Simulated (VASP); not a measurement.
Mg, 1 atom in the cell. It takes space group Im-3m (No. 229, cubic). Conventional cell: a = 3.565 Å, b = 3.565 Å, c = 3.565 Å, α = 90.00°, β = 90.00°, γ = 90.00°. Mg (site symmetry m-3m) has 8 Mg at 3.09 Å as nearest neighbours. The cell was built by a generator and needn't be a form met in nature.

* Program: VASP 6.6.1
* Task: single point
* Functional: HSE06
* Potentials or basis: VASP PAW PBE potentials, release 64 (Mg)
* Cutoff: 520 eV
* k mesh: 8 × 8 × 8
* Occupations: gaussian, width 0.05 eV
* Spin: no spin polarisation
* Dipole correction: no
* Exchange at q = 0: truncated
* Grid for exact exchange (PRECFOCK): Normal
* Screening parameter: 0.2079 1/A
* Further INCAR settings: ALGO = Normal; EDIFF = 1e-07; NBANDS = 7

Potentials or basis: VASP PAW PBE potentials, release 64 (Mg).

The run is started by

```sh
$ cat potpaw_PBE.64/Mg/POTCAR > POTCAR
$ cp INCAR.step1 INCAR
$ mpirun -np 1 vasp_std > vasp.out
$ cp INCAR.step2 INCAR
$ mpirun -np 1 vasp_std > vasp.out
```

Hardware: 1 thread of Intel(R) Xeon(R) Platinum 8375C CPU @ 2.90GHz (Ice Lake) (shared host).

Problem. Estimate the wall time of this run.

Solution. Run time: 4.4 min on 1 thread of Intel(R) Xeon(R) Platinum 8375C CPU @ 2.90GHz (Ice Lake), on a shared host, peak memory 0.25 GiB. Counts: scf iterations 11, k points 29.
